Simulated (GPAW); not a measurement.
Au in GPAW: the effect of dispersion

The system is Au.

```xyz
1
Lattice="0.0000 2.0350 2.0350 2.0350 0.0000 2.0350 2.0350 2.0350 0.0000" Properties=species:S:1:pos:R:3 pbc="T T T"
Au    0.0000    0.0000    0.0000
```

Alike in all runs:

| Item | Value |
| --- | --- |
| Program | GPAW 26.7.0 |
| Task | relaxation of cell and atoms |
| Functional | PBEsol |
| Potentials or basis | PAW data sets generated in the run's folder for this functional |
| Cutoff | 600 eV |
| Basis | pw |
| k mesh | 11 × 11 × 11 |
| Occupations | fermi-dirac, width 0.05 eV |
| Spin | no spin polarisation |

Each run relaxes the cell or the atoms first.

```csv
dispersion,relaxed volume (Å³/atom)
none,?
D3,16.81
D3(BJ),16.72
D3(BJ)-ATM,16.85
D4,16.94
```

Question: What does the run with dispersion none give?

Answer: Relaxed volume 17.28 Å³/atom.

Caveats: with this Au data set, volumes or pressures lay over 1.5 % or 2 GPa off other programs in two to four cells of ten; later steps reuse the first step's grids; pairwise dispersion overbinds metals, which lowers pressure and volume (some runs); the relaxation stopped at its first step, so nothing moved (some runs).
